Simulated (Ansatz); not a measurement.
# Ga3H10N3: the cost of one run

Method: DFT PBE, scalar-relativistic, plane waves, PAW, in Ansatz 0.2.0.

The COD entry's cell or inner coordinates are ideal or old and differ from later refinements, so a difference from it is no clean test against experiment.

1 further run of the same task is left out (set aside as unsound or not needed).

## 1. The system as given

Symmetry: P6_3mc, No. 186, hexagonal system. The conventional cell has a = 3.218 Å, b = 3.218 Å, c = 5.243 Å, α = 90.00°, β = 90.00°, γ = 120.00°. Ga (site symmetry 3m) has 4 N at 1.97 to 1.98 Å in its first shell of neighbours. N (site symmetry 3m) is surrounded by 4 Ga at 1.97 to 1.98 Å.

Coordinates:

```xyz
4
Lattice="3.2184 0.0000 0.0000 -1.6092 2.7872 0.0000 0.0000 0.0000 5.2430" Properties=species:S:1:pos:R:3 pbc="T T T"
Ga    0.0000    1.8582   -0.0046
Ga    1.6092    0.9291    2.6170
N     0.0000    1.8582    1.9707
N     1.6092    0.9291    4.5922
```

It is the result of an earlier relaxation at this level (volume 11.76 Å³/atom; gap on the mesh: 1.71 eV).

## 2. Building the [001] wire, 6 host atoms a period with H caps

The wire is cut from the relaxed crystal, periodic along c with vacuum across. Atoms and period relax; energies count from the bulk, -2083.9594 eV an atom. Each H cap counts from half an H2 molecule (-15.872 eV in a separate run).

The cell holds 3 Ga, 3 N, 10 H: a = 13.200 Å, b = 14.300 Å, c = 5.243 Å, α = 90.00°, β = 90.00°, γ = 90.00°.

## 3. The relaxation run

Pressure and volume refer to the whole cell with its vacuum; only the period along c may change.

input.yaml

```yaml
crystal:
  lattice:
    - [13.2, 0.0, 0.0]
    - [0.0, 14.3, 0.0]
    - [0.0, 0.0, 5.2430304722]
  atoms:
    - { symbol: Ga, position: [0.5609550932, 0.4934389835, 0.9991316875] }
    - { symbol: Ga, position: [0.4390449068, 0.428468326, 0.4991316875] }
    - { symbol: Ga, position: [0.5609550932, 0.6233802985, 0.4991316875] }
    - { symbol: "N", position: [0.5609550932, 0.4934389835, 0.3758683125] }
    - { symbol: "N", position: [0.4390449068, 0.428468326, 0.8758683125] }
    - { symbol: "N", position: [0.5609550932, 0.6233802985, 0.8758683125] }
    - { symbol: H, position: [0.6582432495, 0.441590359, 0.9007636443] }
    - { symbol: H, position: [0.4390449068, 0.324771077, 0.4007636443] }
    - { symbol: H, position: [0.3417567505, 0.4803169505, 0.4007636443] }
    - { symbol: H, position: [0.463666937, 0.675228923, 0.4007636443] }
    - { symbol: H, position: [0.6582432495, 0.675228923, 0.4007636443] }
    - { symbol: H, position: [0.6241614113, 0.4597538899, 0.4397762132] }
    - { symbol: H, position: [0.4390449068, 0.3610981387, 0.9397762132] }
    - { symbol: H, position: [0.3758385887, 0.4621534196, 0.9397762132] }
    - { symbol: H, position: [0.4977487752, 0.6570653921, 0.9397762132] }
    - { symbol: H, position: [0.6241614113, 0.6570653921, 0.9397762132] }
basis:
  ecutwfc: 420
kpoints:
  mp_grid: { grid: [1, 1, 6] }
hamiltonian:
  xc: pbe
scf:
  occupations: { method: gaussian, width: 0.05 }
output:
  forces: true
  stress: true
  eigenvalues: true
  populations: true
  write_density: true
  write_potential: true
  elf: true
  volumetric_format: npy
relax:
  adjacent_minimum: "off"
  f_tol: 0.02
  max_steps: 45
  cell: { fix: [a, b, alpha, beta, gamma], stress_tol: 0.03 }
```

Command:

```sh
$ ansatz run input.yaml --threads 4 --pin off --max-ram 11264MiB --backend cpu --events-out ev --progress --plain --runs-dir out
```

What time and memory should one allow on 4 threads of Intel Xeon 6975P-C (Granite Rapids), shared host?

About 26 s, with a peak of 1.3 GiB.
